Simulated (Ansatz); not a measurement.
## BaTe (rocksalt): gap against strain (uniaxial along z, other directions held)

BaTe in the rocksalt structure, relaxed with r2SCAN in Ansatz 0.2.0, then strained (uniaxial along z, other directions held; changes of length per length, axes as in the cell below) with the atoms relaxed again within the symmetry that is left. The symmetry is Fm-3m (No. 225, cubic); conventional cell a = 7.065 Å, 44.08 Å³ an atom. Around Ba lie 6 Te at 3.53 Å; around Te lie 6 Ba at 3.53 Å. Spin-unpolarised throughout; all numbers are computed.

```xyz
2
Lattice="0.0000 3.5324 3.5324 3.5324 0.0000 3.5324 3.5324 3.5324 0.0000" Properties=species:S:1:pos:R:3 pbc="T T T"
Ba    0.0000    0.0000    0.0000
Te    3.5324    3.5324    3.5324
```

Gaps are the least over each mesh (PBE 6×6×6, r2SCAN 6×6×6, HSE06 4×4×4 when unstrained) and the special points, which keep their unstrained names; stress is the change from the unstrained cell, compression positive.

```
strain (%)  gap, PBE (eV)  gap, r2SCAN (eV)  gap, HSE06 (eV)  edges, HSE06  stress along the strain, r2SCAN (GPa)  energy rise, r2SCAN (meV/atom)
     -4.77          1.452             1.790            2.142         Γ → X                                  +4.75                            27.8
      -2.6          1.557             1.900            2.248         Γ → X                                  +2.24                             7.4
       0.0          1.655             2.004            2.347         Γ → X                                   0.00                             0.0
     +1.43          1.672             2.019            2.366         Γ → X                                  -0.94                             2.0
      +2.0          1.679             2.025            2.374         Γ → X                                  -1.27                             3.8
```

Between zero and the nearest strains the slope of the HSE06 gap against strain is +0.038 eV per percent for negative and +0.013 for positive strain.

No spin-orbit coupling is included; it can move band edges with weight on the heavy atoms by tenths of an eV.

The meshes of the hybrids are coarse, so their gaps aren't converged to the digits shown.
